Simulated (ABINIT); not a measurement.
# GaP (F-43m) in ABINIT: further runs, part 2 of 3

ABINIT 10.8.3 (patched build). The steps go on from the part before.

### Step 3. Equation of state, revPBE

run.abi

```
ndtset 7
getwfk -1
scalecart1 3*0.9795861087
scalecart2 3*0.9864848297
scalecart3 3*0.9932883884
scalecart4 3*1.0000000000
scalecart5 3*1.0066227096
scalecart6 3*1.0131594038
scalecart7 3*1.0196128224

pp_dirpath "./"
pseudos "Ga.GGA_PBE-JTH.xml, P.GGA_PBE-JTH.xml"

acell 3*1.0
rprim
     0.0000000000     5.1499761211     5.1499761211
     5.1499761211     0.0000000000     5.1499761211
     5.1499761211     5.1499761211     0.0000000000
ntypat 2
znucl 31 15
natom 2
typat 1 2
xred
     0.0000000000     0.0000000000     0.0000000000
     0.7500000000     0.7500000000     0.7500000000

ecut 20.0
pawecutdg 40.0

kptopt 1
ngkpt 8 8 8
nshiftk 1
shiftk 0.0 0.0 0.0

ixc 14

nband 13
occopt 3
tsmear 0.05 eV

nstep 100
tolvrs 1.0e-9

iomode 3
prtwf 1
prtden 0
prteig 0
prtebands 0
enunit 1
```

Potentials or basis: JTH PAW PBE v2.0.

Command:

```sh
$ abinit run.abi > log 2>&1
```

Wall time 87 s (1 thread of Arm Neoverse V1, shared host); peak memory 0.14 GiB.

Results (log left out):

| Property | Result |
| --- | --- |
| Equilibrium volume | 21.29 Å³/atom |
| Bulk modulus | 73 GPa |
| Pressure derivative of the bulk modulus | 4.4 |

Energy against volume, from the lowest point:
```
volume (Å³/atom)  energy (meV/atom)
          19.026              66.69
          19.431              43.17
          19.836              25.31
          20.240              12.54
          20.645               4.37
          21.050               0.32
          21.455               0.00
```

Caveat: pressures at fixed basis lie under the slope of the energies; the PAW data sets were made with another functional, which shifts forces and pressure a little. revPBE gives volumes clearly too large for solids.

### Step 4. Equation of state, LDA-PZ

run.abi

```
# Datasets: one volume each
ndtset 7
getwfk -1
scalecart1 3*0.9795861087
scalecart2 3*0.9864848297
scalecart3 3*0.9932883884
scalecart4 3*1.0000000000
scalecart5 3*1.0066227096
scalecart6 3*1.0131594038
scalecart7 3*1.0196128224

# Pseudopotentials
pp_dirpath "./"
pseudos "Ga.LDA_PW-JTH.xml, P.LDA_PW-JTH.xml"

# Structure
acell 7.2831660764 7.2831660764 7.2831660764
rprim
     0.0000000000     0.7071067812     0.7071067812
     0.7071067812     0.0000000000     0.7071067812
     0.7071067812     0.7071067812     0.0000000000
ntypat 2
znucl 31 15
natom 2
typat 1 2
xred
     0.0000000000     0.0000000000     0.0000000000
     0.7500000000     0.7500000000     0.7500000000

# Plane-wave basis
ecut 20.0
pawecutdg 40.0

# k points
kptopt 1
ngkpt 8 8 8
nshiftk 1
shiftk 0.0 0.0 0.0

# Exchange and correlation
ixc 2

# Bands and occupations
nband 13
occopt 3
tsmear 0.00183747

# SCF cycle
nstep 100
tolvrs 1.0e-9

# Output
iomode 3
prtwf 1
prtden 0
prteig 0
prtebands 0
```

Potentials or basis: JTH PAW LDA v2.0.

Command:

```sh
$ abinit run.abi > log 2>&1
```

run.abo:

```text
.Version 10.8.3 of ABINIT
 DATASET    1 : space group F-4 3 m (#216); Bravais cF (face-center cubic)
================================================================================
 Values of the parameters that define the memory need for DATASET  1.
     intxc =       0    ionmov =       0      iscf =      17    lmnmax =      18
     lnmax =       6     mgfft =      30  mpssoang =       3    mqgrid =    3001
     natom =       2  nloc_mem =       2    nspden =       1   nspinor =       1
    nsppol =       1      nsym =      24    n1xccc =       1    ntypat =       2
    occopt =       3   xclevel =       1
       mpw =        1121          nfft =       27000          nkpt =          29
 PAW method is used; the additional fine FFT grid is defined by:
   mgfftf=        45    nfftf =     91125
================================================================================
================================================================================
[... 71 lines left out ...]
 DATASET    7 : space group F-4 3 m (#216); Bravais cF (face-center cubic)
================================================================================
 Values of the parameters that define the memory need for DATASET  7.
     intxc =       0    ionmov =       0      iscf =      17    lmnmax =      18
     lnmax =       6     mgfft =      30  mpssoang =       3    mqgrid =    3001
     natom =       2  nloc_mem =       2    nspden =       1   nspinor =       1
    nsppol =       1      nsym =      24    n1xccc =       1    ntypat =       2
    occopt =       3   xclevel =       1
       mpw =        1254          nfft =       27000          nkpt =          29
 PAW method is used; the additional fine FFT grid is defined by:
[... 1412 lines left out ...]
            acell      7.2831660764E+00  7.2831660764E+00  7.2831660764E+00 Bohr
           etotal1    -8.6038096061E+01
           etotal2    -8.6038434141E+01
           etotal3    -8.6038410823E+01
           etotal4    -8.6038063492E+01
           etotal5    -8.6037427954E+01
           etotal6    -8.6036534284E+01
           etotal7    -8.6035409821E+01
            fcart1    -1.2509575926E-30  4.1698586419E-31  4.1698586419E-31
                       1.2509575926E-30 -4.1698586419E-31 -4.1698586419E-31
            fcart2    -8.2813956746E-31 -8.2813956746E-31  2.4844187024E-30
                       8.2813956746E-31  8.2813956746E-31 -2.4844187024E-30
            fcart3    -0.0000000000E+00 -0.0000000000E+00 -0.0000000000E+00
                      -0.0000000000E+00 -0.0000000000E+00 -0.0000000000E+00
            fcart4    -4.0847356008E-31  2.0423678004E-31  2.0423678004E-31
                       4.0847356008E-31 -2.0423678004E-31 -2.0423678004E-31
            fcart5    -6.0867923432E-31  1.0144653905E-30  2.0289307811E-31
                       6.0867923432E-31 -1.0144653905E-30 -2.0289307811E-31
[... 38 lines left out ...]
                       0.0000000000E+00  0.0000000000E+00  0.0000000000E+00
           xangst1     0.0000000000E+00  0.0000000000E+00  0.0000000000E+00
                       4.0044255615E+00  4.0044255615E+00  4.0044255615E+00
           xangst2     0.0000000000E+00  0.0000000000E+00  0.0000000000E+00
                       4.0326266705E+00  4.0326266705E+00  4.0326266705E+00
           xangst3     0.0000000000E+00  0.0000000000E+00  0.0000000000E+00
                       4.0604387680E+00  4.0604387680E+00  4.0604387680E+00
           xangst4     0.0000000000E+00  0.0000000000E+00  0.0000000000E+00
                       4.0878749973E+00  4.0878749973E+00  4.0878749973E+00
           xangst5     0.0000000000E+00  0.0000000000E+00  0.0000000000E+00
                       4.1149478063E+00  4.1149478063E+00  4.1149478063E+00
           xangst6     0.0000000000E+00  0.0000000000E+00  0.0000000000E+00
                       4.1416689951E+00  4.1416689951E+00  4.1416689951E+00
           xangst7     0.0000000000E+00  0.0000000000E+00  0.0000000000E+00
                       4.1680497636E+00  4.1680497636E+00  4.1680497636E+00
             xred      0.0000000000E+00  0.0000000000E+00  0.0000000000E+00
                       7.5000000000E-01  7.5000000000E-01  7.5000000000E-01
 Calculation completed.
```

Run time: 76 s. Hardware: 1 thread of Arm Neoverse V1, shared host; peak memory 0.13 GiB.

What came out:

```
Equilibrium volume                      : 19.60 Å³/atom
Bulk modulus                            : 90 GPa
Pressure derivative of the bulk modulus : 4.5
```

Energy against volume, from the lowest point:
```tsv
volume (Å³/atom)	energy (meV/atom)
19.026	4.60
19.431	0.00
19.836	0.32
20.240	5.04
20.645	13.69
21.050	25.85
21.455	41.15
```

Caveat: pressures at fixed basis lie under the slope of the energies.

### Step 5. Band structure, PBE

run.abi

```
# Datasets: ground state, then fixed potential
ndtset 2

# Pseudopotentials
pp_dirpath "./"
pseudos "31_Ga_13_1.9_2.4_pbe_n_v1.0.psp8, 15_P_5_1.8_1.9_pbe_n_v1.0.psp8"

# Structure
acell 7.2831660764 7.2831660764 7.2831660764
rprim
     0.0000000000     0.7071067812     0.7071067812
     0.7071067812     0.0000000000     0.7071067812
     0.7071067812     0.7071067812     0.0000000000
ntypat 2
znucl 31 15
natom 2
typat 1 2
xred
     0.0000000000     0.0000000000     0.0000000000
     0.7500000000     0.7500000000     0.7500000000

# Plane-wave basis
ecut 32.0

# Exchange and correlation
ixc 11

# Bands and occupations
occopt 3
tsmear 0.00183747

# SCF cycle
nstep 100

# Output
iomode 3
prtwf 0
prteig 0
prtebands 0
enunit 2
prtden1 1

# Dataset 1
kptopt1 1
ngkpt1 8 8 8
nshiftk1 1
shiftk1 0.0 0.0 0.0
nband1 13
tolvrs1 1.0e-10

# Dataset 2: bands along G-X-W-K-G-L-U-W-L-K
iscf2 -2
getden2 1
nband2 17
nbdbuf2 2
tolwfr2 1.0e-12
kptopt2 -9
ndivsm2 8
prteig2 1
kptbounds2
     0.0000000000     0.0000000000     0.0000000000
     0.5000000000     0.0000000000     0.5000000000
     0.5000000000     0.2500000000     0.7500000000
     0.3750000000     0.3750000000     0.7500000000
     0.0000000000     0.0000000000     0.0000000000
     0.5000000000     0.5000000000     0.5000000000
     0.6250000000     0.2500000000     0.6250000000
     0.5000000000     0.2500000000     0.7500000000
     0.5000000000     0.5000000000     0.5000000000
     0.3750000000     0.3750000000     0.7500000000
```

Potentials or basis: SPMS NC PBE v1.0.

Command:

```sh
$ abinit run.abi > log 2>&1
```

It took 2.6 min on 1 thread of Arm Neoverse V1, shared host; peak memory 0.15 GiB.

Results (log left out):

- Free energy: -2198.0132 eV
- Band gap on the k mesh: 1.64 eV, indirect (least direct gap 1.82 eV)
- Valence electrons inside the program's atomic spheres: Ga 10.83; P 2.79

Levels at the corners of the path, in eV from the valence-band top:
| point | band 7 | band 8 | band 9 | band 10 | band 11 | band 12 |
| --- | --- | --- | --- | --- | --- | --- |
| Γ | 0.00 | 0.00 | 0.00 | 1.82 | 3.89 | 3.89 |
| X | -6.75 | -2.68 | -2.68 | 1.66 | 1.82 | 10.58 |
| W | -6.55 | -3.57 | -3.42 | 4.71 | 4.86 | 6.11 |
| K | -6.54 | -3.93 | -2.25 | 2.19 | 4.80 | 8.24 |
| Γ | 0.00 | 0.00 | 0.00 | 1.82 | 3.89 | 3.89 |
| L | -6.63 | -1.12 | -1.12 | 1.67 | 4.72 | 4.72 |
| U | -6.54 | -3.93 | -2.25 | 2.19 | 4.80 | 8.24 |
| W | -6.55 | -3.57 | -3.42 | 4.71 | 4.86 | 6.11 |
| L | -6.63 | -1.12 | -1.12 | 1.67 | 4.72 | 4.72 |
| K | -6.54 | -3.93 | -2.25 | 2.19 | 4.80 | 8.24 |

Caveat: the cutoff is too short for stress, so the log's stress isn't used.

(Part 2 of 3 ends here.)
